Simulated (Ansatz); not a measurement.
Band structure of InN (P6_3mc, 4 atoms in the cell).

```
CELL_PARAMETERS angstrom
      3.55879     0.00000     0.00000
     -1.77939     3.08200     0.00000
      0.00000     0.00000     5.74575
ATOMIC_POSITIONS crystal
  In 0.66667 0.33333 0.50048
  In 0.33333 0.66667 0.00048
  N  0.66667 0.33333 0.87952
  N  0.33333 0.66667 0.37952
```

Method of the run: PBE (plane waves, PAW; Ansatz, a quantum-chemistry and plane-wave program).

Settings: kpoints.mp_grid.grid = 7 7 4; hamiltonian.xc = pbe; hamiltonian.pseudopotentials = {kind: paw} (the program's default PAW files); scf.occupations.method = fermi_dirac; scf.occupations.width = 0.1 eV; kpoints.band_path.npoints = 8.

The starting cell comes from a database of computed structures (which also holds hypothetical and non-ambient phases and stackings), without a prior relaxation at this level. Its lattice was rescaled by a random factor within 2.5 % of one. The run gives no clean gap (levels at the Fermi energy touch, overlap or are partly filled at this smearing), which alone does not show that the compound is a metal.

Levels in eV from the Fermi level, bands 15 to 21:
```csv
point,15,16,17,18,19,20,21
Γ,-1.04,-0.48,-0.20,-0.19,-0.19,2.54,6.64
M,-3.51,-2.45,-1.84,-1.04,3.59,4.26,5.07
K,-4.34,-2.49,-2.49,-2.26,4.75,5.47,5.47
A,-0.62,-0.62,-0.62,-0.62,2.12,2.12,6.82
L,-1.78,-1.78,-1.70,-1.70,3.21,3.21,6.27
H,-3.42,-3.42,-1.40,-1.40,4.96,4.96,5.91
```

Bands cross the Fermi level along this path, so the cell is metallic at this level.

Keys are those of Ansatz 0.2.
